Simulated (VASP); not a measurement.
A run of VASP 6.6.1 is set up as follows.

Contents of INCAR:

```
SYSTEM = TiO
PREC     = Accurate       ! precision mode
ENCUT    = 600            ! plane-wave cutoff, eV
EDIFF    = 1E-7           ! SCF threshold, eV
ISMEAR   = 0              ! smearing method
SIGMA    = 0.1            ! smearing width, eV
LREAL    = .False.        ! projectors in reciprocal space
LASPH    = .True.         ! aspherical terms in the spheres
NELM     = 100            ! most SCF steps
ALGO     = Normal         ! electronic algorithm
ISIF     = 3              ! what is computed and relaxed
LWAVE    = .False.        ! write WAVECAR
LCHARG   = .False.        ! write CHGCAR
GGA      = PS             ! functional
IBRION   = 2              ! ionic algorithm
NSW      = 90             ! ionic steps
EDIFFG   = -0.005         ! ionic threshold
```

File KPOINTS:

```
regular mesh
0
Gamma
  6 6 6
  0 0 0
```

The input POSCAR:

```
TiO
1.0
    2.8101587800      0.0000000000      0.0000000000
   -1.4050793900      2.4336688900      0.0000000000
    0.0000000000      0.0000000000      2.8238486900
Ti O
1 1
Direct
    0.6666666700      0.3333333300      0.0000000000
    0.0000000000      0.0000000000      0.5000000000
```

Potentials or basis: VASP PAW PBE potentials, release 64 (Ti_sv, O).

Command:

```sh
$ cat potpaw_PBE.64/Ti_sv/POTCAR potpaw_PBE.64/O/POTCAR > POTCAR
$ mpirun -np 1 vasp_std > vasp.out
```

(1) Estimate the space group after relaxing (to 0.05 Å).

(2) Predict the relaxed cell.

## Answers

(1) P-6m2 (No. 187).

(2) a = 2.789 Å, b = 2.789 Å, c = 2.801 Å, α = 90.00°, β = 90.00°, γ = 120.00°.

Caveat: the k mesh is coarse (spacing up to 0.43 Å⁻¹), so the values aren't converged.
